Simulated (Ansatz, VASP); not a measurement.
**KF: VASP beside Ansatz**

```
K F
1.0
     0.00000    2.74034    2.80717
     2.74034    0.00000    2.80717
     2.74034    2.74034    0.00000
K F
1 1
Direct
  0.00000 0.00000 0.00000
  0.50000 0.50000 0.50000
```

Change from the starting cell: strain +0.025 along x and y, +0.050 along z, atoms carried along.

Alike in both runs: task single point; functional LDA; k mesh 8 × 8 × 8; occupations gaussian, width 0.05 eV; no spin polarisation.

|  | VASP | Ansatz |
| --- | --- | --- |
| version | VASP 6.6.1 | Ansatz 0.2.0 |
| potentials or method | VASP PAW LDA potentials, release 64 (K_sv, F) | scalar-relativistic, plane waves, PAW |
| plane-wave cutoff (eV) | 520 | 420 |
| valence electrons in the cell | 16 | 16 |

|  | VASP | Ansatz | Ansatz less VASP |
| --- | --- | --- | --- |
| gap on the k mesh at the Fermi level (eV) | 5.31 | 5.33 | +0.015 |
| least direct gap on the mesh (eV) | 5.31 | 5.33 | +0.015 |
| pressure (GPa) | -5.3 | -5.3 | -0.02 |
| largest component of the traceless stress (GPa) | 0.27 | 0.25 | -0.026 |

A k mesh can miss the band edges.
